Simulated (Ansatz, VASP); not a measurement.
**CuO in VASP and in Ansatz**

```
Cu O
1.0
     3.17953   -0.03180    0.00000
    -1.61730    2.76945    0.00000
     0.00000    0.00000    4.43149
Cu O
2 2
Cartesian
  0.0000 0.0000 0.0000
  0.0000 0.0000 2.2157
  -0.0184 1.8357 1.1079
  1.5806 0.9020 3.3236
```

The cell comes from a database or a generator and needn't be the stable form of this composition.

Alike in both runs: task single point; functional PBE; k mesh 8 × 8 × 5; occupations fermi-dirac, width 0.05 eV; no spin polarisation.

|  | VASP | Ansatz |
| --- | --- | --- |
| version | VASP 6.6.1 | Ansatz 0.2.0 |
| potentials or method | VASP PAW PBE potentials, release 64 (Cu, O) | Ansatz PAW |
| plane-wave cutoff (eV) | 520 | 420 |
| valence electrons in the cell | 34 | 50 |

|  | VASP | Ansatz | Ansatz less VASP |
| --- | --- | --- | --- |
| gap on the k mesh at the Fermi level (eV) | none | none | - |
| pressure (GPa) | 6.6 | 6.2 | -0.36 |
| largest component of the traceless stress (GPa) | 31.39 | 31.16 | -0.230 |
| rms of the force components (eV/Å) | 0.033 | 0.035 | +0.0023 |

Atom by atom the forces differ by 0.002 eV/Å (rms over components). A gap of «none» marks a metal or a gap that the smearing closes. With one functional, cell and mesh, what is left measures potentials, basis and numerics. The two sets of potentials don't hold the same shells in valence.

Caveats: the run has no spin polarisation, though such a crystal can be magnetic; semilocal functionals often make such compounds metallic where correlation or magnetic order opens a gap, which also shifts bond lengths; the pressure holds a Pulay correction of +0.8 GPa for the finite cutoff (Ansatz).
